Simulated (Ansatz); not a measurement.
# KF (Pm-3m) in Ansatz: reference runs

How does KF come out in PBE? The cell is run as given and disturbed.

Program: Ansatz 0.2.0. These are calculated values, not measurements. Logs are shortened: lines on timing, memory, paths and dates and some standing lists are left out, and cuts for length are marked.

## Step 1: Starting point

It takes space group Pm-3m (No. 221, cubic). The conventional cell has a = 3.259 Å, b = 3.259 Å, c = 3.259 Å, α = 90.00°, β = 90.00°, γ = 90.00°. Around K (site symmetry m-3m) lie 8 F at 2.82 Å. F (site symmetry m-3m) has 8 K at 2.82 Å as nearest neighbours.

The cell comes from a database or a generator and needn't be the stable form of this composition.

## Step 2: Single point, PBE

input.yaml reads:

```yaml
crystal:
  lattice:
    - [3.258955, 0.0, 0.0]
    - [0.0, 3.258955, 0.0]
    - [0.0, 0.0, 3.258955]
  atoms:
    - { symbol: K, position: [0.0, 0.0, 0.0] }
    - { symbol: F, position: [0.5, 0.5, 0.5] }
hamiltonian:
  xc: pbe
  pseudopotentials: { kind: paw }
kpoints:
  mp_grid: { grid: [8, 8, 8] }
scf:
  occupations: { method: fermi_dirac, width: 0.05 }
output:
  forces: true
  stress: true
  eigenvalues: true
```

Potentials or basis: Ansatz PAW.

Command:

```sh
$ ansatz run input.yaml --threads 1 --pin off --max-ram 2560MiB --backend cpu --events-out ev --progress --plain --runs-dir out
```

Output:

```text
Warning: RAYON_NUM_THREADS=1 ignored (pool sized by the plan → 1); use --threads N
Engine: ansatz 0.2.0, x86_64-unknown-linux-gnu
Pseudopotentials: kind: paw
Pseudopotential: K, paw, valence charge 9, recommended cutoff 420 eV (normal), K.paw.azcp
Pseudopotential: F, paw, valence charge 7, recommended cutoff 420 eV (normal), F.paw.azcp
Functional definition: PBE
  parameter kappa = 0.804
  parameter beta = 0.06672455060314922
  exchange = pbe_x(kappa = kappa, mu = beta*pi^2/3)
  correlation = pbe_c(beta = beta)
Crystal: 2 atoms, lattice volume = 34.613 Å³
Basis set: ecut = 420 eV, 691 PW (Γ), exchange–correlation on 48×48×48 points (8 copies of the dense FFT grid, shifted against one another)
Bands: 12, of which v1, the nominal top of the filled ones, is band 8 counted from 1 (7 counted from 0)
Symmetry: 48 space group operations
Space group: Pm-3m (ITA 221), of the structure as read, at distance tolerance 3.3e-5 Å
k-points: 35 of 512
Non-local potential: K, projectors of the file, l = 0: 3, l = 1: 2, l = 2: 2
Non-local potential: F, projectors of the file, l = 0: 2, l = 1: 2, l = 2: 1
PAW form: soft (Blöchl's): semilocal exchange-correlation on the pseudo side does not see the compensation charge
PAW one-centre angular grid: K, 110 points (default); XC on 64 Gauss nodes
PAW one-centre angular grid: F, 110 points (default); XC on 64 Gauss nodes
Initial density: superposition of atomic densities (neutral atoms: chi_scale 0, normalization atom), corrected by the library's trained network
Initial wavefunctions: pseudopotential atomic-orbital guess
Functional: x = pbe(κ = 0.804, μ = 0.2195149727645171), c = pbe(β = 0.06672455060314922)
SCF iter   1: F=—  HF=-2348.597592 eV  |F-HF|=—  |Δ(HF+E_count)|=         —  Δρ=6.58e-4  dr2=1.70e-4  ethr=1.77e-3  ⟨swp⟩=5.9  Hψ=2700  notcnv=0
preconditioner: auto → none  [insulator: Δε(μ)=6.241 eV  Ē_g=17.672 eV  σ=0.050 eV  W_gap=1.00  n_scr=6 (ndim 8)  ℏωp=23.6 eV  f_vac=0.000  D(μ)=0.00/eV (n_scr^D=0)  ε∞_Penn≈2.8]
SCF iter   2: F=—  HF=-2348.597223 eV  |F-HF|=—  |Δ(HF+E_count)|=   3.69e-4  Δρ=5.39e-4  dr2=1.17e-4  ethr=1.06e-6  ⟨swp⟩=2.1  Hψ=973  notcnv=0
SCF iter   3: F=—  HF=-2348.597280 eV  |F-HF|=—  |Δ(HF+E_count)|=   5.70e-5  Δρ=8.50e-4  dr2=1.43e-4  ethr=7.30e-7  ⟨swp⟩=2.0  Hψ=665  notcnv=0
SCF iter   4: F=—  HF=-2348.597242 eV  |F-HF|=—  |Δ(HF+E_count)|=   3.74e-5  Δρ=2.71e-4  dr2=2.62e-5  ethr=7.30e-7  ⟨swp⟩=2.0  Hψ=665  notcnv=0
SCF iter   5: F=—  HF=-2348.597091 eV  |F-HF|=—  |Δ(HF+E_count)|=   1.51e-4  Δρ=2.63e-5  dr2=2.73e-7  ethr=1.64e-7  ⟨swp⟩=2.3  Hψ=643  notcnv=0
SCF iter   6: F=-2348.597092 eV  HF=-2348.597092 eV  |F-HF|=1.47e-8  |Δ(HF+E_count)|=   4.18e-7  Δρ=3.74e-6  dr2=2.97e-9  ethr=6.25e-10  ⟨swp⟩=5.0  Hψ=1944  notcnv=0
SCF 1 converged in 6 iterations: F = -2348.597092 eV  dr2 = 2.97e-9
SCF converged after 6 iterations
Free energy (F): -2348.597092 eV
Harris-Foulkes:  -2348.597092 eV  (|F-HF|=1.47e-8)
Internal energy: -2348.597092 eV  (E = F + TS)
E sigma→0 (E₀):  -2348.597092 eV
Fermi energy:    5.900259 eV
--- Per-component energies (eV) ---
  E_band       = -113.691453
  E_kinetic    = 461.674254
  E_local      = -1021.482093  (includes V_loc(G=0)·N_el)
  E_nonlocal   = 85.861732
  E_hartree    = 361.872376
  E_xc         = -216.336071
  E_vxc        = -268.922519  (∫ρ·V_xc dr)
  E_paw        = -982.082514  (= ΣΔE_a)
  E_vpaw       = -94.570171  (= ΣTr[D̂ρ^β])
  E_aug_tail   = 0.002060  (compensation charges beyond the density's cutoff)
  E_ewald      = -1038.106835
  E_smearing   = -0.000000  (= −TS)
  E_closure    = -0.000000  (closes the sum)
  Σ components = -2348.597092   (vs F -2348.597092, Δ=0.00e0)
--- Forces (eV/Å), atoms counted from 1 ---
  atom   1  K     -0.00000000     0.00000000    -0.00000000
  atom   2  F      0.00000000     0.00000000    -0.00000000
  max |Σ_I F_I| component: 3.24e-29 eV/Å
--- Stress (GPa, compression-positive) ---
       -0.004357       0.000000       0.000000
        0.000000      -0.004357       0.000000
        0.000000       0.000000      -0.004357
  P = ⅓ Tr σ = -0.0044 GPa (-0.044 kbar)
--- Band table (eV; the first three rows and the last of 35) ---
  k-point 0: bands = ["-24.3398", "-16.2288", "-7.3715", "-7.3715", "-7.3715", "2.6161", "2.6161", "2.6161", "8.9403", "10.9670", "10.9670", "16.3006"]
  k-point 1: bands = ["-24.3218", "-16.2324", "-7.4778", "-7.3557", "-7.3557", "2.4142", "2.6008", "2.6008", "9.3529", "11.0858", "11.3138", "16.0602"]
  k-point 2: bands = ["-24.2780", "-16.2420", "-7.7228", "-7.3172", "-7.3172", "1.9800", "2.5626", "2.5626", "10.3687", "11.4014", "12.1946", "15.5603"]
  k-point 34: bands = ["-24.0150", "-16.0643", "-7.9451", "-7.9451", "-7.9451", "1.6363", "1.6363", "1.6363", "13.0801", "13.0801", "13.0801", "17.8138"]
```

It took 0.76 s on 1 thread of Intel Xeon at 2.60GHz (Ice Lake), shared host; peak memory 0.33 GiB.

Results:

* Free energy: -2348.5971 eV
* Pressure: 0.0 GPa
* Band gap on the k mesh: 6.27 eV, indirect (least direct gap 6.32 eV)

Caveat: the pressure holds a Pulay correction of +0.3 GPa for the finite cutoff.

## Step 3: Single point, PBE (atoms moved at random, drawn with an rms of 0.05 Å)

input.yaml: that of step 2 with these lines changed.

```diff
@@ -6,4 +6,4 @@
   atoms:
-    - { symbol: K, position: [0.0, 0.0, 0.0] }
-    - { symbol: F, position: [0.5, 0.5, 0.5] }
+    - { symbol: K, position: [-0.001144, 0.009114, -0.010387] }
+    - { symbol: F, position: [0.505222, 0.491897, 0.487275] }
 hamiltonian:
@@ -19 +19,5 @@
   eigenvalues: true
+  write_density: true
+  write_potential: true
+  elf: true
+  volumetric_format: npy
```

Potentials or basis: Ansatz PAW.

Command:

```sh
$ ansatz run input.yaml --threads 1 --pin off --max-ram 2560MiB --backend cpu --events-out ev --progress --plain --runs-dir out
```

Output:

```text
Warning: RAYON_NUM_THREADS=1 ignored (pool sized by the plan → 1); use --threads N
[... 9 set-up lines as earlier in the session ...]
Crystal: 2 atoms, lattice volume = 34.613 Å³
Basis set: ecut = 420 eV, 691 PW (Γ), exchange–correlation on 48×48×48 points (8 copies of the dense FFT grid, shifted against one another)
Bands: 12, of which v1, the nominal top of the filled ones, is band 8 counted from 1 (7 counted from 0)
[... 21 lines left out ...]
Free energy (F): -2348.595761 eV
Harris-Foulkes:  -2348.595761 eV  (|F-HF|=3.85e-8)
Internal energy: -2348.595761 eV  (E = F + TS)
E sigma→0 (E₀):  -2348.595761 eV
Fermi energy:    5.898633 eV
--- Per-component energies (eV) ---
  E_band       = -113.683823
  E_kinetic    = 461.691018
  E_local      = -1021.900133  (includes V_loc(G=0)·N_el)
  E_nonlocal   = 85.864145
  E_hartree    = 362.079631
  E_xc         = -216.340243
  E_vxc        = -268.928388  (∫ρ·V_xc dr)
  E_paw        = -982.084952  (= ΣΔE_a)
  E_vpaw       = -94.573044  (= ΣTr[D̂ρ^β])
  E_aug_tail   = 0.002060  (compensation charges beyond the density's cutoff)
  E_ewald      = -1037.907286
  E_smearing   = -0.000000  (= −TS)
  E_closure    = -0.000000  (closes the sum)
  Σ components = -2348.595761   (vs F -2348.595761, Δ=0.00e0)
--- Forces (eV/Å), atoms counted from 1 ---
  atom   1  K      0.01545728    -0.04115702    -0.00570237
  atom   2  F     -0.01547648     0.04119320     0.00569313
  max |Σ_I F_I| component: 3.62e-5 eV/Å
--- Stress (GPa, compression-positive) ---
        0.042598      -0.027339      -0.003759
       -0.027339       0.040637       0.010056
       -0.003759       0.010056       0.042922
  P = ⅓ Tr σ = 0.0421 GPa (0.421 kbar)
--- Band table (eV; the first three rows and the last of 260) ---
  k-point 0: bands = ["-24.3374", "-16.2305", "-7.3692", "-7.3691", "-7.3690", "2.6123", "2.6141", "2.6145", "8.9390", "10.9690", "10.9767", "16.3025"]
  k-point 1: bands = ["-24.3195", "-16.2341", "-7.4753", "-7.3534", "-7.3531", "2.4123", "2.5978", "2.5992", "9.3512", "11.0928", "11.3169", "16.0610"]
  k-point 2: bands = ["-24.2756", "-16.2440", "-7.7199", "-7.3151", "-7.3146", "1.9790", "2.5602", "2.5614", "10.3657", "11.4057", "12.1956", "15.5579"]
  k-point 259: bands = ["-24.0124", "-16.0664", "-7.9437", "-7.9432", "-7.9432", "1.6355", "1.6368", "1.6374", "13.0718", "13.0735", "13.0864", "17.8151"]
```

rho_z.tsv:

```text
# z_ang	rho[e/angstrom^3]
# format = ansatz-planar-average/11
# lattice	3.258955000	0.000000000	0.000000000
# lattice	0.000000000	3.258955000	0.000000000
# lattice	0.000000000	0.000000000	3.258955000
# sites	2
# site	19	-0.003728245	0.029702116	-0.033850766
# site	9	1.646495763	1.603070188	1.588007298
0.000000	6.641394e-1
0.135790	6.315730e-1
0.271580	5.555698e-1
0.407369	4.467917e-1
0.543159	3.325637e-1
0.678949	2.441173e-1
[... 16 lines left out ...]
2.987375	5.983255e-1
3.123165	6.532083e-1
```

Wall time 8 s (1 thread of Intel Xeon at 2.60GHz (Ice Lake), shared host); peak memory 0.46 GiB.

Results:

| Item | Value |
| --- | --- |
| Free energy | -2348.5958 eV |
| Pressure | 0.0 GPa |
| Largest force | 0.044 eV/Å |
| Band gap on the k mesh | 6.27 eV, indirect (least direct gap 6.32 eV) |

Forces in eV/Å, atoms in the order of the input:
```
K    0.015 -0.041 -0.006
F   -0.015  0.041  0.006
```

Levels at points of the mesh, in eV from the valence-band top:
```csv
k point,band 4,band 5,band 6,band 7,band 8,band 9,band 10,band 11,band 12
"(0.00, 0.00, 0.00)",-10.03,-10.03,-0.05,-0.05,-0.05,6.27,8.30,8.31,13.64
"(0.00, 0.00, -0.50)",-9.93,-9.92,-1.21,-0.16,-0.16,9.28,9.36,10.86,12.31
"(0.00, -0.50, 0.00)",-9.92,-9.92,-1.21,-0.16,-0.16,9.28,9.37,10.87,12.32
"(0.00, -0.50, -0.50)",-10.80,-9.84,-0.61,-0.61,0.00,8.48,8.99,11.80,11.81
"(-0.50, 0.00, 0.00)",-9.93,-9.92,-1.21,-0.16,-0.16,9.28,9.36,10.86,12.32
"(-0.50, 0.00, -0.50)",-10.80,-9.85,-0.61,-0.61,0.00,8.49,8.98,11.80,11.80
"(-0.50, -0.50, 0.00)",-10.80,-9.84,-0.61,-0.61,0.00,8.48,8.99,11.80,11.81
"(-0.50, -0.50, -0.50)",-10.61,-10.61,-1.03,-1.03,-1.03,10.41,10.41,10.42,15.15
```

Caveat: the pressure holds a Pulay correction of +0.3 GPa for the finite cutoff. A k mesh can miss the band edges.
